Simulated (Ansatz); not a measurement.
# ZnSe (Stilleite) (F-43m) in Ansatz: settings compared, part 2 of 2

Ansatz 0.2.0. The steps go on from the part before.

## Step 6: Born charges and dielectric tensor, LDA

Input file input.yaml:

```yaml
crystal:
  lattice:
    - [0.0, 2.8338, 2.8338]
    - [2.8338, 0.0, 2.8338]
    - [2.8338, 2.8338, 0.0]
  atoms:
    - { symbol: Se, position: [0.75, 0.75, 0.75] }
    - { symbol: Zn, position: [0.0, 0.0, 0.0] }
hamiltonian:
  xc: lda
  pseudopotentials: { kind: paw }
kpoints:
  mp_grid: { grid: [8, 8, 8] }
scf:
  occupations: { method: fixed }
output:
  eigenvalues: true
dielectric:
  method: response
```

Potentials or basis: Ansatz PAW.

Launch:

```sh
ansatz run input.yaml --threads 2 --pin off --max-ram 5632MiB --backend cpu --events-out ev --progress --plain --runs-dir out
```

What it wrote:

```text
Warning: RAYON_NUM_THREADS=2 ignored (pool sized by the plan → 2); use --threads N
Engine: ansatz 0.2.0, x86_64-unknown-linux-gnu
Pseudopotentials: kind: paw
Pseudopotential: Se, paw, valence charge 16, recommended cutoff 420 eV (normal), Se.paw.azcp
Pseudopotential: Zn, paw, valence charge 12, recommended cutoff 420 eV (normal), Zn.paw.azcp
Functional definition: SPW92
  exchange = slater_x
  correlation = pw_c
Crystal: 2 atoms, lattice volume = 45.513 Å³
Basis set: ecut = 420 eV, 893 PW (Γ), exchange–correlation on 54×54×54 points (8 copies of the dense FFT grid, shifted against one another)
Bands: 18, of which v1, the nominal top of the filled ones, is band 14 counted from 1 (13 counted from 0)
Symmetry: 24 space group operations
k-points: 95 of 512 (irreducible under 4 space group operations, time reversal used)
Non-local potential: Se, projectors of the file, l = 0: 2, l = 1: 2, l = 2: 3, l = 3: 1
Non-local potential: Zn, projectors of the file, l = 0: 2, l = 1: 2, l = 2: 3, l = 3: 1
PAW form: soft (Blöchl's): semilocal exchange-correlation on the pseudo side does not see the compensation charge
PAW frozen core: Se, regenerated for the run's functional, and the local potential with it (the file was generated under x = pbe(κ = 0.804, μ = 0.2195149727645171), c = pbe(β = 0.06672455060314922))
PAW frozen core: Zn, regenerated for the run's functional, and the local potential with it (the file was generated under x = pbe(κ = 0.804, μ = 0.2195149727645171), c = pbe(β = 0.06672455060314922))
PAW one-centre angular grid: Se, 590 points (default); XC on 64 Gauss nodes
PAW one-centre angular grid: Zn, 590 points (default); XC on 64 Gauss nodes
Initial density: superposition of atomic densities (neutral atoms: chi_scale 0, normalization atom), corrected by the library's trained network
Initial wavefunctions: pseudopotential atomic-orbital guess
Functional: x = slater, c = lda
SCF iter   1: F=—  HF=-8630.826469 eV  |F-HF|=—  |Δ(HF+E_count)|=         —  Δρ=5.35e-3  dr2=7.95e-3  ethr=1.77e-3  ⟨swp⟩=5.0  Hψ=7851  notcnv=0  defer=177
preconditioner: auto → none  [insulator: Δε(μ)=0.994 eV  Ē_g=11.850 eV  n_scr=14 (ndim 8)  ℏωp=23.4 eV  f_vac=0.121  ε∞_Penn≈4.9]
SCF iter   2: F=—  HF=-8630.824061 eV  |F-HF|=—  |Δ(HF+E_count)|=   2.41e-3  Δρ=2.04e-3  dr2=8.90e-4  ethr=2.84e-5  ⟨swp⟩=2.0  Hψ=3428  notcnv=0  defer=182
SCF iter   3: F=—  HF=-8630.823964 eV  |F-HF|=—  |Δ(HF+E_count)|=   9.73e-5  Δρ=1.36e-3  dr2=3.67e-4  ethr=3.18e-6  ⟨swp⟩=2.0  Hψ=2668  notcnv=0  defer=182
SCF iter   4: F=—  HF=-8630.823878 eV  |F-HF|=—  |Δ(HF+E_count)|=   8.55e-5  Δρ=2.84e-4  dr2=3.50e-5  ethr=1.31e-6  ⟨swp⟩=2.0  Hψ=2664  notcnv=0  defer=181
SCF iter   5: F=—  HF=-8630.823862 eV  |F-HF|=—  |Δ(HF+E_count)|=   1.66e-5  Δρ=1.98e-5  dr2=2.05e-7  ethr=1.25e-7  ⟨swp⟩=2.0  Hψ=2470  notcnv=0
SCF iter   6: F=—  HF=-8630.823861 eV  |F-HF|=—  |Δ(HF+E_count)|=   9.99e-7  Δρ=4.19e-6  dr2=4.59e-9  ethr=7.31e-10  ⟨swp⟩=2.0  Hψ=2986  notcnv=0
SCF iter   7: F=—  HF=-8630.823861 eV  |F-HF|=—  |Δ(HF+E_count)|=   2.38e-9  Δρ=1.44e-6  dr2=3.99e-10  ethr=1.64e-11  ⟨swp⟩=2.0  Hψ=3040  notcnv=0
SCF iter   8: F=-8630.823861 eV  HF=-8630.823861 eV  |F-HF|=5.46e-12  |Δ(HF+E_count)|=  8.73e-11  Δρ=1.45e-7  dr2=7.24e-12  ethr=1.00e-12  ⟨swp⟩=3.4  Hψ=4767  notcnv=0
SCF 1 converged in 8 iterations: F = -8630.823861 eV  dr2 = 7.24e-12
DFPT response loops at Γ: preconditioner auto → none (the input reference at scf.mixing.eps_inf says where Resta's filter doesn't serve); β = 0.50; Broyden in place of MSR1
── the response to a field inside a basis, on 10×10×10 k-points: an SCF that follows is theirs, and a resumed run solves both again ──
Bands: 15, of which v1, the nominal top of the filled ones, is band 14 counted from 1 (13 counted from 0)
k-points: 110
Initial density: handed on by an earlier stage of this run
Initial wavefunctions: pseudopotential atomic-orbital guess (no wavefunctions were taken with the density)
Eigensolver: Dense (110 Hₖ)
SCF iter   1: F=—  HF=-8630.823269 eV  |F-HF|=—  |Δ(HF+E_count)|=         —  Δρ=1.03e-4  dr2=2.84e-6  ethr=1.00e-1
preconditioner: auto → none  [insulator: Δε(μ)=1.108 eV  Ē_g=9.431 eV  n_scr=14 (ndim 8)  ℏωp=23.4 eV  f_vac=0.108  ε∞_Penn≈7.1]
SCF iter   2: F=—  HF=-8630.823266 eV  |F-HF|=—  |Δ(HF+E_count)|=   2.11e-6  Δρ=8.70e-5  dr2=1.59e-6  ethr=1.01e-8
SCF iter   3: F=—  HF=-8630.823266 eV  |F-HF|=—  |Δ(HF+E_count)|=   6.23e-8  Δρ=2.56e-5  dr2=1.84e-7  ethr=5.70e-9
SCF iter   4: F=-8630.823266 eV  HF=-8630.823266 eV  |F-HF|=6.83e-8  |Δ(HF+E_count)|=   1.63e-7  Δρ=1.47e-5  dr2=5.98e-8  ethr=6.58e-10
SCF 1 converged in 4 iterations: F = -8630.823266 eV  dr2 = 5.98e-8
DFPT response loops at Γ: mixed as the last ones told, above
SCF converged after 8 iterations
Free energy (F): -8630.823861 eV
Harris-Foulkes:  -8630.823861 eV  (|F-HF|=5.46e-12)
Internal energy: -8630.823861 eV  (E = F + TS)
E sigma→0 (E₀):  -8630.823861 eV
Fermi energy:    6.453791 eV
--- Per-component energies (eV) ---
  E_band       = -394.142926
  E_kinetic    = 250.781541
  E_local      = -4403.703876  (includes V_loc(G=0)·N_el)
  E_nonlocal   = 27.810185
  E_hartree    = 2033.935969
  E_xc         = -238.921573
  E_vxc        = -151.798201  (∫ρ·V_xc dr)
  E_paw        = -3583.556868  (= ΣΔE_a)
  E_vpaw       = -185.103539  (= ΣTr[D̂ρ^β])
  E_aug_tail   = -0.000897  (compensation charges beyond the density's cutoff)
  E_ewald      = -2720.942845
  E_core_change = 3.774504  (= ΣΔE_core)
  E_smearing   = -0.000000  (= −TS)
  E_closure    = -0.000000  (closes the sum)
  Σ components = -8630.823861   (vs F -8630.823861, Δ=0.00e0)
--- Band table (eV; the first three rows and the last of 95) ---
  k-point 0: bands = ["-40.5979", "-40.5979", "-40.5979", "-40.5934", "-40.5934", "-6.8665", "-0.2042", "-0.2042", "-0.2042", "0.1559", "0.1559", "6.4538", "6.4538", "6.4538", "7.4855", "12.1702", "12.1702", "12.1702"]
  k-point 1: bands = ["-40.5979", "-40.5979", "-40.5979", "-40.5934", "-40.5934", "-6.7657", "-0.1973", "-0.1887", "-0.1887", "0.1545", "0.1545", "5.0706", "6.3002", "6.3002", "8.5332", "12.0801", "12.4244", "12.4244"]
  k-point 2: bands = ["-40.5979", "-40.5978", "-40.5978", "-40.5934", "-40.5934", "-6.5041", "-0.1545", "-0.1545", "-0.1416", "0.1558", "0.1558", "3.3367", "5.9731", "5.9731", "9.0119", "12.8032", "12.8032", "12.8548"]
  k-point 94: bands = ["-40.5979", "-40.5978", "-40.5976", "-40.5934", "-40.5933", "-5.8043", "-0.0885", "-0.0036", "0.1259", "0.1263", "0.4567", "1.7070", "3.6550", "3.7583", "11.8004", "11.8981", "13.2621", "14.0196"]
--- Dielectric response (ions clamped): 3 representative field directions + reference, inside a basis on a mesh of 1000 k-points (Σ response iterations 15) ---
  ε∞ (high-frequency dielectric tensor):
        7.712492     0.000000     0.000000
        0.000000     7.712492     0.000000
        0.000000     0.000000     7.712492
  Born effective charges Z* (e; rows j = field, columns β = displacement):
    site 0:
        -2.05780    0.00000    0.00000
         0.00000   -2.05780   -0.00000
         0.00000   -0.00000   -2.05780
    site 1:
         2.05780   -0.00000   -0.00000
        -0.00000    2.05780    0.00000
        -0.00000    0.00000    2.05780
  Z* charge neutrality: 3.129e-4 e pre-enforcement
  solved inside a basis spanned on kpoints, on 10×10×10 k-points transformed towards the longest dipole: ε∞ is read to err by 2.1e-2, Z* by 1.7e-2 e (field_mesh: kpoints solves on kpoints); Z* is corrected for what the basis lacks
```

Wall time 43 s (2 threads of Intel Xeon at 2.70GHz, shared host); peak memory 0.71 GiB.

Results:

```
Free energy                             : -8630.8239 eV
Band gap on the k mesh                  : 1.03 eV, direct
Electronic dielectric tensor (diagonal) : 7.71
Born charges (mean of the diagonal)     : Se -2.06; Zn +2.06 e
```

Electronic dielectric tensor:
```
7.71 0.00 0.00
0.00 7.71 0.00
0.00 0.00 7.71
```

Born effective charge tensors (e):
atom 1, Se
```
-2.06  0.00  0.00
 0.00 -2.06  0.00
 0.00  0.00 -2.06
```
atom 2, Zn
```
2.06 0.00 0.00
0.00 2.06 0.00
0.00 0.00 2.06
```

## Step 7: The runs side by side

| task | level | k mesh | atoms under strain | gap on the mesh (eV) |
| --- | --- | --- | --- | --- |
| Born charges and dielectric tensor | PBEsol | 8 × 8 × 8 | - | 1.17 |
| Born charges and dielectric tensor | BLYP+D4 | 8 × 8 × 8 | - | 1.23 |
| elastic constants | PBE | 6 × 6 × 6 | relaxed | 1.29 |
| Born charges and dielectric tensor | PBE | 8 × 8 × 8 | - | 1.29 |
| Born charges and dielectric tensor | LDA | 8 × 8 × 8 | - | 1.03 |

Alike in all rows: potentials or basis Ansatz PAW; no spin polarisation; cell as given; cutoff (eV) 420; smearing fixed.

On the cell as given the gap runs from 1.03 eV (LDA) to 1.29 eV (PBE); the meshes differ, which moves gaps too.

Absolute energies hang on the potentials; compare differences alone.

## Step 8: Against experiment

Step 2. Against the measured gap of ZnSe, 2.695 eV (an exciton energy, a little under the gap; 300 K; “Alloy Disordering Effects on the Thermal Conductivity and Energy Gap Temperature Dependence of Cd1−xZnxSe Ternary Crystals Grown by the Bridgman Method”, 2023, pmc:10253836), the calculated 1.17 eV is off by -1.53 eV. So large a miss can be the level of theory's own, or it may mean another phase, state or a wrong row. Spin-orbit coupling on Se is left out. The value is that of PBEsol, without temperature or zero-point motion. Semilocal functionals fall short of measured gaps as a rule. Against the measured high-frequency dielectric constant of ZnSe, 5.9 (a printed reference work, textbook), the calculated 7.49 is off by +27.0 %.

Step 3. A measured gap of ZnSe is 2.695 eV (an exciton energy, a little under the gap; 300 K; “Alloy Disordering Effects on the Thermal Conductivity and Energy Gap Temperature Dependence of Cd1−xZnxSe Ternary Crystals Grown by the Bridgman Method”, 2023, pmc:10253836); the calculated 1.23 eV misses it by -1.46 eV. So large a miss can be the level of theory's own, or it may mean another phase, state or a wrong row. Spin-orbit coupling on Se is left out. The value is that of BLYP+D4, without temperature or zero-point motion. Semilocal functionals fall short of measured gaps as a rule. Measured high-frequency dielectric constant of ZnSe: 5.9 (a printed reference work, textbook). This calculation gives 7.26 (+23.1 %).

Step 4. Measured gap of ZnSe: 2.695 eV (an exciton energy, a little under the gap; 300 K; “Alloy Disordering Effects on the Thermal Conductivity and Energy Gap Temperature Dependence of Cd1−xZnxSe Ternary Crystals Grown by the Bridgman Method”, 2023, pmc:10253836). This calculation gives 1.29 eV (-1.41 eV). So large a miss can be the level of theory's own, or it may mean another phase, state or a wrong row. Spin-orbit coupling on Se is left out. The value is that of PBE, without temperature or zero-point motion. Semilocal functionals fall short of measured gaps as a rule.

Step 5. Measured gap of ZnSe: 2.695 eV (an exciton energy, a little under the gap; 300 K; “Alloy Disordering Effects on the Thermal Conductivity and Energy Gap Temperature Dependence of Cd1−xZnxSe Ternary Crystals Grown by the Bridgman Method”, 2023, pmc:10253836). This calculation gives 1.29 eV (-1.41 eV). So large a miss can be the level of theory's own, or it may mean another phase, state or a wrong row. Spin-orbit coupling on Se is left out. The value is that of PBE, without temperature or zero-point motion. Semilocal functionals fall short of measured gaps as a rule. A measured high-frequency dielectric constant of ZnSe is 5.9 (a printed reference work, textbook); the calculated 7.27 misses it by +23.1 %.

Step 6. Against the measured gap of ZnSe, 2.695 eV (an exciton energy, a little under the gap; 300 K; “Alloy Disordering Effects on the Thermal Conductivity and Energy Gap Temperature Dependence of Cd1−xZnxSe Ternary Crystals Grown by the Bridgman Method”, 2023, pmc:10253836), the calculated 1.03 eV is off by -1.66 eV. So large a miss can be the level of theory's own, or it may mean another phase, state or a wrong row. Spin-orbit coupling on Se is left out. The value is that of LDA, without temperature or zero-point motion. Semilocal functionals fall short of measured gaps as a rule. Against the measured high-frequency dielectric constant of ZnSe, 5.9 (a printed reference work, textbook), the calculated 7.71 is off by +30.7 %. So large a miss can be the level of theory's own, or it may mean another phase, state or a wrong row.
